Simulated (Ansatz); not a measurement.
## CsSnI3 (cubic perovskite) under strain

CsSnI3 built on the cubic perovskite prototype, relaxed with r2SCAN in Ansatz 0.2.0. Space group Pm-3m (No. 221), cubic; a = 6.241 Å in the conventional setting, 48.63 Å³ an atom. Cs has 12 I at 4.41 Å; Sn has 6 I at 3.12 Å; I has 2 Sn at 3.12 Å and 4 Cs at 4.41 Å.

The axes x, y and z are those of this cell:
```
Cs Sn I
1.0
     6.24149    0.00000    0.00000
     0.00000    6.24149    0.00000
     0.00000    0.00000    6.24149
Cs Sn I
1 1 3
Direct
  0.00000 0.00000 0.00000
  0.50000 0.50000 0.50000
  0.50000 0.50000 0.00000
  0.50000 0.00000 0.50000
  0.00000 0.50000 0.50000
```

Unstrained: With PBE the gap is 0.383 eV and direct, at R. The r2SCAN gap is direct at R: 0.504 eV. HSE06 gives a direct gap of 0.847 eV at R. Meshes: PBE 4×4×4, r2SCAN 4×4×4, HSE06 2×2×2. Strains are changes of length per length. After each strain the atoms were relaxed again with r2SCAN in this cell and within any symmetry left, so distortions that break it or need a larger cell weren't tested; points keep the names that they have in the unstrained zone. The calculation is spin-unpolarised, and the structure need not be a phase that has been made.

Changes of the least gap in eV (an overlap counts as a negative gap):

| strain | volume change (%) | space group | PBE | r2SCAN | HSE06 | energy rise, r2SCAN (meV/atom) |
| --- | --- | --- | --- | --- | --- | --- |
| uniaxial -4.0 % along z | -4.0 | P4/mmm | -0.305 | -0.328 | -0.320 | 12.1 |
| uniaxial -3.0 % along z | -3.0 | P4/mmm | -0.220 | -0.236 | -0.231 | 6.6 |
| uniaxial -2.0 % along z | -2.0 | P4/mmm | -0.140 | -0.151 | -0.147 | 2.8 |
| uniaxial -1.0 % along z | -1.0 | P4/mmm | -0.067 | -0.072 | -0.071 | 0.7 |
| uniaxial +1.0 % along z | +1.0 | P4/mmm | +0.001 | +0.001 | -0.001 | 0.6 |
| uniaxial +2.0 % along z | +2.0 | P4/mmm | +0.001 | +0.001 | -0.002 | 2.3 |
| uniaxial +3.0 % along z | +3.0 | P4/mmm | +0.001 | +0.002 | -0.004 | 5.0 |
| uniaxial +4.0 % along z | +4.0 | P4/mmm | +0.001 | +0.002 | -0.005 | 8.6 |

Uniaxial -4.0 % along z, other directions held. HSE06: the gap goes from 0.847 to 0.527 eV (-0.320 eV). Stress change with r2SCAN, compression positive: xx +0.24, yy +0.24, zz +2.12 GPa.

Uniaxial -3.0 % along z, other directions held. HSE06: the gap goes from 0.847 to 0.617 eV (-0.231 eV). Stress change with r2SCAN, compression positive: xx +0.17, yy +0.17, zz +1.50 GPa.

Uniaxial -2.0 % along z, other directions held. HSE06: the gap goes from 0.847 to 0.700 eV (-0.147 eV). Stress change with r2SCAN, compression positive: xx +0.11, yy +0.11, zz +0.94 GPa.

Uniaxial -1.0 % along z, other directions held. HSE06: the gap goes from 0.847 to 0.777 eV (-0.071 eV). Stress change with r2SCAN, compression positive: xx +0.05, yy +0.05, zz +0.45 GPa.

Uniaxial +1.0 % along z, other directions held. HSE06: the gap goes from 0.847 to 0.846 eV (-0.001 eV). Stress change with r2SCAN, compression positive: xx -0.05, yy -0.05, zz -0.40 GPa.

Uniaxial +2.0 % along z, other directions held. HSE06: the gap goes from 0.847 to 0.845 eV (-0.002 eV). Stress change with r2SCAN, compression positive: xx -0.10, yy -0.10, zz -0.75 GPa.

Uniaxial +3.0 % along z, other directions held. HSE06: the gap goes from 0.847 to 0.844 eV (-0.004 eV). Stress change with r2SCAN, compression positive: xx -0.15, yy -0.15, zz -1.05 GPa.

Uniaxial +4.0 % along z, other directions held. HSE06: the gap goes from 0.847 to 0.843 eV (-0.005 eV). Stress change with r2SCAN, compression positive: xx -0.19, yy -0.19, zz -1.33 GPa.

Spin-orbit coupling is left out, which matters wherever the heavy atoms make up the band edges.

The meshes of the hybrids are coarse, so their gaps aren't converged to the digits shown.
